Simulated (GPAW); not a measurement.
# Ge in GPAW: the effect of functional

The system is Ge, a slab with vacuum.

```
CELL_PARAMETERS angstrom
3.99759 0.00000 0.00000
-1.99879 3.46201 0.00000
0.00000 0.00000 22.42960
ATOMIC_POSITIONS crystal
Ge 0.33333 0.66667 0.33438
Ge 0.66667 0.33333 0.37139
Ge 0.66667 0.33333 0.48149
Ge 0.33333 0.66667 0.51851
Ge 0.33333 0.66667 0.62861
Ge 0.66667 0.33333 0.66562
```

The slab is cut from a database's or a generator's crystal, which needn't be the stable form of the element.

The cell isn't the ideal one: the (0 0 1) slab of Ge, cut from the database cell, not relaxed.

Alike in all runs:

| Quantity | Value |
| --- | --- |
| Program | GPAW 26.7.0 |
| Task | single point |
| Cutoff | 450 eV |
| Basis | pw |
| k mesh | 8 × 8 × 1 |
| Occupations | fermi-dirac, width 0.05 eV |
| Spin | no spin polarisation |

```csv
functional,potentials or basis,largest force (eV/Å),work function (eV)
LDA,the program's PAW data sets (release 1.2.1) made for this functional,0.31,4.83
PBE,GPAW PAW data sets (gpaw-data 1.2.1),0.36,4.58
PBEsol,PAW data sets generated in the run's folder for this functional,0.31,4.65
RPBE,the program's PAW data sets (release 1.2.1) made for this functional,?,?
r2SCAN,GPAW PAW data sets (gpaw-data 1.2.1),0.43,4.77
vdW-DF-cx,GPAW PAW data sets (gpaw-data 1.2.1),0.27,4.82
BEEF-vdW,GPAW PAW data sets (gpaw-data 1.2.1),0.34,4.82
revPBE,the program's PAW data sets (release 1.2.1) made for this functional,0.37,4.49
WC,PAW data sets generated in the run's folder for this functional,0.31,4.63
```

Problem. What does the run with functional RPBE give?

Solution. Largest force 0.38 eV/Å; work function 4.48 eV.

Caveats: the PAW data sets were made with another functional, which shifts forces and pressure a little (some runs).
